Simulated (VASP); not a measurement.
CdTe, 2 atoms in the cell. The structure is cubic, space group F-43m (No. 216). The conventional cell has a = 6.410 Å, b = 6.410 Å, c = 6.410 Å, α = 90.00°, β = 90.00°, γ = 90.00°. Cd (site symmetry -43m) is surrounded by 4 Te at 2.78 Å. Te (site symmetry -43m) has 4 Cd at 2.78 Å as nearest neighbours. 

```yaml
Program: VASP 6.6.1
Task: relaxation of cell and atoms
Functional: PBE
Potentials_or_basis: VASP PAW PBE potentials, release 64 (Cd, Te)
Cutoff: 600 eV
k_mesh: 8 × 8 × 8
Occupations: gaussian, width 0.02 eV
Spin: no spin polarisation
Further_INCAR_settings: ALGO = Normal; EDIFF = 1e-07; IBRION = 2; EDIFFG = -0.004; NSW = 80; ISIF = 3
```

Potentials or basis: VASP PAW PBE potentials, release 64 (Cd, Te).

The run is started by

```sh
$ cat potpaw_PBE.64/Cd/POTCAR potpaw_PBE.64/Te/POTCAR > POTCAR
$ mpirun -np 1 vasp_std > vasp.out
```

Hardware: 1 thread of Intel(R) Xeon(R) 6975P-C (Granite Rapids), with other jobs on the host.

Q: Estimate the wall time of this run.

A: Wall time 52 s on 1 thread of Intel(R) Xeon(R) 6975P-C (Granite Rapids), on a shared host, peak memory 0.23 GiB. Counts: scf iterations 50, k points 29, ion steps 5.
